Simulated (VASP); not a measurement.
# Si: relaxation of cell and atoms with BLYP

Crystal: Si.

```
Si
1.0
     0.00000    2.72185    2.72185
     2.72185    0.00000    2.72185
     2.72185    2.72185    0.00000
Si
2
Cartesian
  2.7219 2.7219 2.7219
  4.0828 4.0828 4.0828
```

* Program: VASP 6.6.1
* Task: relaxation of cell and atoms
* Functional: BLYP
* Potentials or basis: VASP PAW PBE potentials, release 64 (Si)
* Cutoff: 600 eV
* k mesh: 8 × 8 × 8
* Occupations: fermi-dirac, width 0.05 eV
* Spin: no spin polarisation
* Further INCAR settings: ALGO = Fast; EDIFF = 1e-06; IBRION = 2; EDIFFG = -0.005; NSW = 40; ISIF = 3

The relaxed volume is 21.21 Å³/atom and the relaxed cell is a = 3.914 Å, b = 3.914 Å, c = 3.914 Å, α = 60.00°, β = 60.00°, γ = 60.00°. The space group after relaxing (to 0.05 Å) is Fd-3m (No. 227) and the energy gained by relaxing is 13.6 meV/atom. The ionic steps are 3, the pressure after relaxing is 0.0 GPa and the band gap on the k mesh is 0.92 eV, indirect (least direct gap 2.55 eV).

The path:
```tsv
step	energy change (eV)	largest force (eV/Å)	pressure (GPa)	volume (Å³)
1	0.0000	0.0000	4.39	40.33
2	-0.0189	0.0000	-2.10	43.64
3	-0.0273	0.0000	0.00	42.41
```

Final structure:
```cif
data_structure
_symmetry_space_group_name_H-M 'P 1'
_symmetry_Int_Tables_number 1
_cell_length_a 3.9144
_cell_length_b 3.9144
_cell_length_c 3.9144
_cell_angle_alpha 60.000
_cell_angle_beta 60.000
_cell_angle_gamma 60.000
_cell_volume 42.41
loop_
_atom_site_label
_atom_site_type_symbol
_atom_site_fract_x
_atom_site_fract_y
_atom_site_fract_z
_atom_site_occupancy
Si1 Si 0.50000 0.50000 0.50000 1
Si2 Si 0.75000 0.75000 0.75000 1
```

Levels at points of the mesh, in eV from the valence-band top:
| k point | band 1 | band 2 | band 3 | band 4 | band 5 | band 6 | band 7 | band 8 |
| --- | --- | --- | --- | --- | --- | --- | --- | --- |
| (0.00, 0.00, 0.00) | -11.50 | 0.00 | 0.00 | 0.00 | 2.66 | 2.67 | 2.67 | 2.67 |
| (0.50, 0.00, 0.00) | -9.35 | -6.61 | -1.12 | -1.12 | 1.43 | 3.54 | 3.54 | 7.97 |
| (0.50, 0.50, 0.00) | -7.60 | -7.60 | -2.63 | -2.63 | 1.04 | 1.04 | 9.66 | 9.66 |

It took 59 s on 1 thread of Intel(R) Xeon(R) Platinum 8259CL CPU @ 2.50GHz (Skylake/Cascade Lake) (shared host), peak memory 0.17 GiB.

Caveat: the PAW data sets were made with another functional, which shifts forces and pressure a little. Expect the measured gap to be larger: semilocal functionals such as BLYP lack the derivative discontinuity.
